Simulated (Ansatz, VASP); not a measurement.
WS2 in VASP and in Ansatz

The input INCAR:

```
PREC = Accurate
ENCUT = 520
EDIFF = 1E-7
ISMEAR = -1
SIGMA = 0.05
LREAL = F
LASPH = T
NELM = 80
ALGO = Normal
ISIF = 2
LWAVE = F
LCHARG = F
GGA = PS
NBANDS = 20
```

File KPOINTS:

```
Automatic mesh
0
Gamma
  10 10 2
```

File POSCAR:

```
WS2
1.0
    3.1185283984      0.0000000000      0.0000000000
   -1.5592641992      2.7007248154      0.0000000000
    0.0000000000      0.0000000000     16.6045506357
W S
1 2
Direct
    0.0000000000      0.0000000000      0.0000000000
    0.3333333333      0.6666666667      0.0920005100
    0.3333333333      0.6666666667      0.9079994900
```

Contents of input.yaml:

```yaml
crystal:
  lattice:
    - [3.1185283984, 0.0, 0.0]
    - [-1.5592641992, 2.7007248154, 0.0]
    - [0.0, 0.0, 16.6045506357]
  atoms:
    - { symbol: W, position: [0.0, 0.0, 0.0] }
    - { symbol: S, position: [0.3333333333, 0.6666666667, 0.09200051] }
    - { symbol: S, position: [0.3333333333, 0.6666666667, 0.90799949] }
hamiltonian:
  xc: pbesol
  pseudopotentials: { kind: paw }
kpoints:
  mp_grid: { grid: [10, 10, 2] }
scf:
  occupations: { method: fermi_dirac, width: 0.05 }
output:
  forces: true
  stress: true
  eigenvalues: true
```

Change from the starting cell: volume scaled by 0.94.

Alike in both runs: task single point; functional PBEsol; k mesh 10 × 10 × 2; occupations fermi-dirac, width 0.05 eV; no spin polarisation.

```csv
,VASP,Ansatz
version,VASP 6.6.1,Ansatz 0.2.0
potentials or method,"VASP PAW PBE potentials, release 64 (W_sv, S)",Ansatz PAW
plane-wave cutoff (eV),520,420
valence electrons in the cell,26,26
```

```tsv
	VASP	Ansatz	Ansatz less VASP
gap on the k mesh at the Fermi level (eV)	2.18	2.17	-0.015
least direct gap on the mesh (eV)	2.34	2.33	-0.005
rms of the force components (eV/Å)	0.520	0.509	-0.0114
```

Atom by atom the forces differ by 0.011 eV/Å (rms over components).

Caveats: spin-orbit coupling is left out, which moves the levels of the heavy elements; the PAW data sets were made with another functional, which shifts forces and pressure a little (VASP); the PAW data sets come from PBE, with cores solved anew for the run's functional, which leaves a small shift of forces and pressure (Ansatz).
